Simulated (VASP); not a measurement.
AlN: relaxation of cell and atoms with PBEsol

The system is AlN.

```
CELL_PARAMETERS angstrom
3.11300 0.00000 0.00000
-1.55650 2.69594 0.00000
0.00000 0.00000 4.98100
ATOMIC_POSITIONS crystal
Al 0.33333 0.66667 0.00000
Al 0.66667 0.33333 0.50000
N 0.33333 0.66667 0.38000
N 0.66667 0.33333 0.88000
```

```yaml
Program: VASP 6.6.1
Task: relaxation of cell and atoms
Functional: PBEsol
Potentials_or_basis: VASP PAW PBE potentials, release 64 (Al, N)
Cutoff: 600 eV
k_mesh: 12 × 12 × 6
Occupations: gaussian, width 0.03 eV
Spin: no spin polarisation
Further_INCAR_settings: ALGO = Normal; EDIFF = 1e-06; IBRION = 2; EDIFFG = -0.01; NSW = 90; ISIF = 3
```

The relaxed volume is 10.45 Å³/atom, the relaxed cell is a = 3.113 Å, b = 3.113 Å, c = 4.981 Å, α = 90.00°, β = 90.00°, γ = 120.00° and the space group after relaxing (to 0.05 Å) is P6_3mc (No. 186). The energy gained by relaxing is 0.3 meV/atom and the ionic steps are 6. The pressure after relaxing is 0.1 GPa and the band gap on the k mesh is 4.12 eV, direct.

The path:
| step | energy change (eV) | largest force (eV/Å) | pressure (GPa) | volume (Å³) |
| --- | --- | --- | --- | --- |
| 1 | 0.0000 | 0.1321 | 0.04 | 41.80 |
| 2 | -0.0003 | 0.0871 | 0.02 | 41.82 |
| 3 | -0.0012 | 0.0143 | 0.05 | 41.81 |
| 4 | -0.0013 | 0.0063 | -0.06 | 41.83 |
| 5 | -0.0013 | 0.0013 | -0.12 | 41.84 |
| 6 | -0.0013 | 0.0005 | 0.09 | 41.79 |

Final structure:
```
CELL_PARAMETERS angstrom
3.11270 0.00000 0.00000
-1.55635 2.69568 0.00000
0.00000 0.00000 4.98090
ATOMIC_POSITIONS crystal
Al 0.33333 0.66667 0.99899
Al 0.66667 0.33333 0.49899
N 0.33333 0.66667 0.38101
N 0.66667 0.33333 0.88101
```

Levels at points of the mesh, in eV from the valence-band top:
```tsv
k point	band 6	band 7	band 8	band 9	band 10	band 11
(0.00, 0.00, 0.00)	-0.23	-0.23	0.00	4.12	6.55	10.50
(0.50, 0.00, 0.00)	-2.12	-1.81	-0.70	5.67	5.68	8.08
(0.00, 0.00, 0.50)	-0.56	-0.56	-0.56	6.37	6.37	10.21
(0.50, 0.00, 0.50)	-1.49	-1.38	-1.38	5.17	5.17	9.13
```

Run time: 65 s on 1 thread of AMD EPYC 9R45 96-Core Processor (Zen 5), with other jobs on the host, peak memory 0.17 GiB.

Caveat: the PAW data sets were made with another functional, which shifts forces and pressure a little. A k mesh can miss the band edges.
